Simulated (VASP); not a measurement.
Write the native input for VASP 6.6.1 that does the following.

```
Task                   : single point
Functional             : PBE
Potentials or basis    : VASP PAW PBE potentials, release 64 (Be, Te)
Cutoff                 : 520 eV
k mesh                 : 14 × 14 × 14
Occupations            : gaussian, width 0.1 eV
Spin                   : no spin polarisation
Dipole correction      : no
Further INCAR settings : ALGO = Normal; EDIFF = 1e-07; NBANDS = 11
```

The structure of BeTe lies in POSCAR:

```
BeTe
1.0
    0.0000000000      2.6474529745      2.6474529745
    2.6474529745      0.0000000000      2.6474529745
    2.6474529745      2.6474529745      0.0000000000
Be Te
1 1
Direct
    0.0000000000      0.0000000000      0.0000000000
    0.5000000000      0.5000000000      0.5000000000
```

The cell comes from a database or a generator and needn't be the stable form of this composition.

The cell isn't the ideal one: Mg replaced by Be, lengths x 0.903, strained and moved within the space group.

These files were run (other wordings do the same):

INCAR

```
SYSTEM = BeTe
PREC = Accurate ; ENCUT = 520
EDIFF = 1E-7 ; ISMEAR = 0
SIGMA = 0.1 ; LREAL = .FALSE.
LASPH = .TRUE. ; NELM = 100
ALGO = Normal ; ISIF = 2
LWAVE = .FALSE. ; LCHARG = .FALSE.
GGA = PE ; NBANDS = 11
```

KPOINTS

```
Automatic mesh
0
G
  14 14 14
  0 0 0
```

Potentials or basis: VASP PAW PBE potentials, release 64 (Be, Te).

The run is started by

```sh
$ cat potpaw_PBE.64/Be/POTCAR potpaw_PBE.64/Te/POTCAR > POTCAR
$ mpirun -np 1 vasp_std > vasp.out
```

It gave:

```yaml
Pressure: 2.8 GPa
Band_gap_on_the_k_mesh: none (metal or under the smearing width)
```

It took 27 s on 1 thread of Intel(R) Xeon(R) Platinum 8488C (Sapphire Rapids), on a shared host, peak memory 0.18 GiB.
